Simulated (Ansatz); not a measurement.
KCl built on the wurtzite prototype (no longer in that coordination), relaxed with r2SCAN in Ansatz. The symmetry is P6_3/mmc (No. 194, hexagonal); conventional cell a = 5.344 Å, c = 6.239 Å, 38.57 Å³ an atom. K has 5 Cl at 3.09–3.12 Å; Cl has 5 K at 3.09–3.12 Å. The cell started from the wurtzite prototype, but the relaxation took it to the higher symmetry P6_3/mmc (No. 194), so the name no longer describes it.

The axes x, y and z are those of this cell:
```
K Cl
1.0
     5.34380    0.00000    0.00000
    -2.67190    4.62787    0.00000
     0.00000    0.00000    6.23917
K Cl
2 2
Direct
  0.33333 0.66667 0.93750
  0.66667 0.33333 0.43750
  0.33333 0.66667 0.43750
  0.66667 0.33333 0.93750
```

Unstrained: The PBE gap is direct at Γ: 4.770 eV. With r2SCAN the gap is 5.353 eV and direct, at Γ. The HSE06 gap is direct at Γ: 6.015 eV. Meshes: PBE 6×6×4, r2SCAN 6×6×4, HSE06 6×6×4. Strains are changes of length per length, and xy shears are angles. After each strain the atoms were relaxed again with r2SCAN within the symmetry that the strain leaves, so tilts or polar shifts that break it weren't tested; points keep the names that they have in the unstrained zone. These are computed values for a spin-unpolarised cell that may be hypothetical; none is a measurement.

**Question.** Estimate what isotropic -1.5 % on every length does to the gap.

**Answer.** PBE: the gap goes from 4.770 to 4.858 eV (+0.088 eV). r2SCAN: the gap goes from 5.353 to 5.426 eV (+0.073 eV). HSE06: the gap goes from 6.015 to 6.109 eV (+0.094 eV). The r2SCAN energy rises by 3.9 meV an atom.

**Question.** For epitaxial -0.5 % in the xy plane, how far does the free direction move, and what happens to the gap?

**Answer.** The normal strain at zero normal stress is +0.16 %, 0.31 of the in-plane strain with the sign turned. PBE: the gap goes from 4.770 to 4.789 eV (+0.019 eV). r2SCAN: the gap goes from 5.353 to 5.369 eV (+0.016 eV). HSE06: the gap goes from 6.015 to 6.035 eV (+0.020 eV).

**Question.** Estimate what isotropic +1.5 % on every length does to the gap.

**Answer.** PBE: the gap goes from 4.770 to 4.683 eV (-0.087 eV). r2SCAN: the gap goes from 5.353 to 5.281 eV (-0.072 eV). HSE06: the gap goes from 6.015 to 5.923 eV (-0.092 eV). The r2SCAN energy rises by 3.2 meV an atom.

**Question.** Estimate what xy shear, engineering strain (angle) +4.0 % does to the gap.

**Answer.** PBE: the gap goes from 4.770 to 4.768 eV (-0.002 eV). r2SCAN: the gap goes from 5.353 to 5.351 eV (-0.002 eV). The r2SCAN energy rises by 0.1 meV an atom.

The meshes of the hybrids are coarse, so their gaps aren't converged to the digits shown.
